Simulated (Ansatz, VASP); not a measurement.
**Two plane-wave programs on B**

The input INCAR:

```
  ALGO = Normal
  EDIFF = 1E-7
  EDIFFG = -0.04
  ENCUT = 600
  GGA = PE
  IBRION = 2
  ISIF = 3
  ISMEAR = 0
  LASPH = T
  LCHARG = F
  LREAL = F
  LWAVE = F
  NELM = 80
  NSW = 90
  PREC = Accurate
  SIGMA = 0.1
```

The input KPOINTS:

```
k-points
0
Gamma
  4 4 6
```

The input POSCAR:

```
B
1.0
    4.9405710500      0.0000000000      0.0000000000
    0.0000000000      4.9405710500      0.0000000000
    0.0000000000      0.0000000000      2.6417993700
B
8
Direct
    0.1032208100      0.3296015700      0.2416469600
    0.8967791900      0.6703984300      0.7416469600
    0.6703984300      0.1032208100      0.9916469600
    0.3296015700      0.8967791900      0.4916469600
    0.3296015700      0.1032208100      0.0083530400
    0.6703984300      0.8967791900      0.5083530400
    0.8967791900      0.3296015700      0.7583530400
    0.1032208100      0.6703984300      0.2583530400
```

Input for Ansatz:

```yaml
crystal:
  lattice:
    - [4.94057105, 0.0, 0.0]
    - [0.0, 4.94057105, 0.0]
    - [0.0, 0.0, 2.64179937]
  atoms:
    - { symbol: B, position: [0.10322081, 0.32960157, 0.24164696] }
    - { symbol: B, position: [0.89677919, 0.67039843, 0.74164696] }
    - { symbol: B, position: [0.67039843, 0.10322081, 0.99164696] }
    - { symbol: B, position: [0.32960157, 0.89677919, 0.49164696] }
    - { symbol: B, position: [0.32960157, 0.10322081, 0.00835304] }
    - { symbol: B, position: [0.67039843, 0.89677919, 0.50835304] }
    - { symbol: B, position: [0.89677919, 0.32960157, 0.75835304] }
    - { symbol: B, position: [0.10322081, 0.67039843, 0.25835304] }
basis:
  ecutwfc: 420
kpoints:
  mp_grid: { grid: [4, 4, 6] }
hamiltonian:
  xc: pbe
scf:
  occupations: { method: gaussian, width: 0.1 }
  lower_state_search: "off"
output:
  forces: true
  stress: true
  eigenvalues: true
relax:
  adjacent_minimum: "off"
  f_tol: 0.04
  max_steps: 70
  cell: { stress_tol: 0.4 }
```

Alike in both runs: task relaxation of cell and atoms; functional PBE; k mesh 4 × 4 × 6; occupations gaussian, width 0.1 eV; no spin polarisation.

|  | VASP | Ansatz |
| --- | --- | --- |
| version | VASP 6.6.1 | Ansatz 0.2.0 |
| potentials or method | VASP PAW PBE potentials, release 64 (B) | scalar-relativistic, plane waves, PAW |
| plane-wave cutoff (eV) | 600 | 420 |
| valence electrons in the cell | 24 | 24 |

```csv
,VASP,Ansatz,Ansatz less VASP
"gap on the k mesh at the Fermi level, each at its own relaxed structure (eV)",0.09,0.09,+0.001
relaxed volume (Å³/atom),8.27,8.26,-0.008
relaxed cell length with the largest relative difference (Å),4.541,4.538,-0.0030
energy change over the relaxation (meV/atom),-473,-473,+0.7
```
